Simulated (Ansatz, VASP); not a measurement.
# Two plane-wave programs on Ti

Contents of INCAR:

```
PREC = Accurate
ENCUT = 520
EDIFF = 1E-6
ISMEAR = 1
SIGMA = 0.03
LREAL = F
LASPH = T
NELM = 80
ALGO = Normal
ISIF = 2
LWAVE = F
LCHARG = F
GGA = CA
NBANDS = 19
```

KPOINTS

```
regular mesh
0
Gamma
  13 13 7
```

File POSCAR:

```
Ti
1.0
    2.8638698861      0.0000000000      0.0000000000
   -1.4319349430      2.4801840745      0.0000000000
    0.0000000000      0.0000000000      4.5399943151
Ti
2
Direct
    0.3333333333      0.6666666667      0.2500000000
    0.6666666667      0.3333333333      0.7500000000
```

Input for Ansatz:

```yaml
crystal:
  lattice:
    - [2.8638698861, 0.0, 0.0]
    - [-1.431934943, 2.4801840745, 0.0]
    - [0.0, 0.0, 4.5399943151]
  atoms:
    - { symbol: Ti, position: [0.3333333333, 0.6666666667, 0.25] }
    - { symbol: Ti, position: [0.6666666667, 0.3333333333, 0.75] }
hamiltonian:
  xc: lda
  pseudopotentials:
    kind: paw
    azcp:
      Ti: "pseudopotentials/Ti.paw.azcp"
basis:
  ecutwfc: 420
  fft_grid_basis: typed
kpoints:
  mp_grid: { grid: [13, 13, 7], shift: [0, 0, 0] }
magnetization:
  spin_polarized: false
scf:
  occupations: { method: cold, width: 0.03 }
  lower_state_search: "off"
output:
  stress: true
  write_density: true
  write_potential: true
  elf: true
  volumetric_format: npy
```

Alike in both runs: task single point; functional LDA; k mesh 13 × 13 × 7; no spin polarisation.

```csv
,VASP,Ansatz
version,VASP 6.6.1,Ansatz 0.2.0
potentials or method,"VASP PAW LDA potentials, release 64 (Ti_sv)","plane waves (420 eV) with PAW, scalar-relativistic"
plane-wave cutoff (eV),520,420
occupations,"methfessel-paxton of order 1, width 0.03 eV","cold, width 0.03 eV"
valence electrons in the cell,24,24
```

|  | VASP | Ansatz | Ansatz less VASP |
| --- | --- | --- | --- |
| pressure (GPa) | -0.3 | -0.2 | +0.13 |
| largest component of the traceless stress (GPa) | 0.44 | 0.40 | -0.043 |

Ansatz warned: «pseudo_functional_mismatch».
